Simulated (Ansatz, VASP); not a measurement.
Given: the input of a run of Ansatz 0.2.0 on F.

Contents of input.yaml:

```yaml
crystal:
  lattice:
    - [2.5563224246, -1.5840272486, 0.0]
    - [2.5563224246, 1.5840272486, 0.0]
    - [-0.562110604, 0.0, 6.5977088989]
  atoms:
    - { symbol: F, position: [0.91533597, 0.59583288, 0.0979555] }
    - { symbol: F, position: [0.40416712, 0.08466403, 0.4020445] }
    - { symbol: F, position: [0.08466403, 0.40416712, 0.9020445] }
    - { symbol: F, position: [0.59583288, 0.91533597, 0.5979555] }
hamiltonian:
  xc: pbe
  pseudopotentials: { kind: paw }
kpoints:
  mp_grid: { grid: [10, 10, 4] }
scf:
  occupations: { method: fermi_dirac, width: 0.05 }
output:
  forces: true
  stress: true
  eigenvalues: true
```

Potentials or basis: Ansatz PAW.

Run with:

```sh
$ ansatz run input.yaml --threads 2 --pin off --max-ram 5120MiB --backend cpu --events-out ev --progress --plain --runs-dir out
```

Question: Translate it to VASP 6.6.1. Potentials there: VASP PAW PBE potentials, release 64 (F).

Answer: As run (the cutoff follows the program's own potentials):

File INCAR:

```
SYSTEM = F
PREC = Accurate
ENCUT = 520
EDIFF = 1E-7
ISMEAR = -1
SIGMA = 0.05
LREAL = .False.
LASPH = .True.
NELM = 80
ALGO = Normal
ISIF = 2
LWAVE = .False.
LCHARG = .False.
GGA = PE
NBANDS = 22
```

KPOINTS

```
regular mesh
0
Gamma
  10 10 4
  0 0 0
```

Contents of POSCAR:

```
F
1.0
    2.5563224246     -1.5840272486      0.0000000000
    2.5563224246      1.5840272486      0.0000000000
   -0.5621106040      0.0000000000      6.5977088989
F
4
Direct
    0.9153359700      0.5958328800      0.0979555000
    0.4041671200      0.0846640300      0.4020445000
    0.0846640300      0.4041671200      0.9020445000
    0.5958328800      0.9153359700      0.5979555000
```

Potentials or basis: VASP PAW PBE potentials, release 64 (F).

Run with:

```bash
$ cat potpaw_PBE.64/F/POTCAR > POTCAR
$ mpirun -np 1 vasp_std > vasp.out
```

Both were run:

|  | VASP | Ansatz | Ansatz less VASP |
| --- | --- | --- | --- |
| gap on the k mesh at the Fermi level (eV) | 2.67 | 2.74 | +0.067 |
| least direct gap on the mesh (eV) | 2.67 | 2.74 | +0.067 |
| pressure (GPa) | 3.3 | 2.9 | -0.41 |
| largest component of the traceless stress (GPa) | 2.03 | 0.40 | -1.636 |
| rms of the force components (eV/Å) | 0.303 | 0.082 | -0.2211 |

Atom by atom the forces differ by 0.221 eV/Å (rms over components).

Caveats: the pressure holds a Pulay correction of +1.1 GPa for the finite cutoff (Ansatz). A k mesh can miss the band edges.
